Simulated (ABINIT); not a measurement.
An input for ABINIT 10.8.3 (BP (F-43m)):

```
acell 3*1.0 Angstrom
rprim 
  0.000000000000 2.269000000000 2.269000000000
  2.269000000000 0.000000000000 2.269000000000
  2.269000000000 2.269000000000 0.000000000000
ntypat 2
znucl 5 15
natom 2
typat 1 2
xred 
  0.000000000000 0.000000000000 0.000000000000
  0.250000000000 0.250000000000 0.250000000000
pp_dirpath "pseudos"
pseudos "B.upf, P.upf"
ecut 34
ngkpt 6 6 6
nshiftk 1
shiftk 0 0 0
kptopt 1
chksymbreak 0
istwfk *1
occopt 1
irdwfk 1
optdriver 4
nband 597
gwcalctyp 0
ecutsigx 34
symsigma 1
nkptgw 3
kptgw 
  0.0000000000 0.0000000000 0.0000000000
  0.5000000000 0.5000000000 0.0000000000
  0.5000000000 0.0000000000 0.0000000000
bdgw 
  2 7
  3 6
  3 7
ecuteps 9.9
irdscr 1
ppmodel 1
indata_prefix "in"
outdata_prefix "out"
tmpdata_prefix "tmp"
```

```sh
OMP_NUM_THREADS=1 mpirun -n 4 abinit run.abi > log
```

Question: How long will it take on 4 MPI ranks of Arm Neoverse V1, shared host, and how much memory?

It took 3 min; on shared hardware allow 90 s to 6 min. Peak host memory was 3.0 GiB.

[Paths, hosts, dates, memory and timing lines, banners, echoed tables and standing remarks are left out of the program output.]

[Logs are printed without paths, hosts, clocks, repeated set-up lines and the standing remarks that a program may print on its own settings, such as how far it seeks lower states.]

[Runs of the session that timed out or met a known fault of the program may be left out.]

[Hosts, paths, dates, database ids (printed as entryN), source tags and the programs' standing remarks are cut or masked in the printed files.]

[G0W0 gaps are taken among the corrected bands and points alone; a level outside them can change the order at an edge.]

[Where Ansatz stands beside ABINIT at settings called matched, ABINIT's density can come from a denser mesh and the files from another edition; pairs whose starting gaps differed by over 0.03 eV were left out, so agreement reads better than it is.]
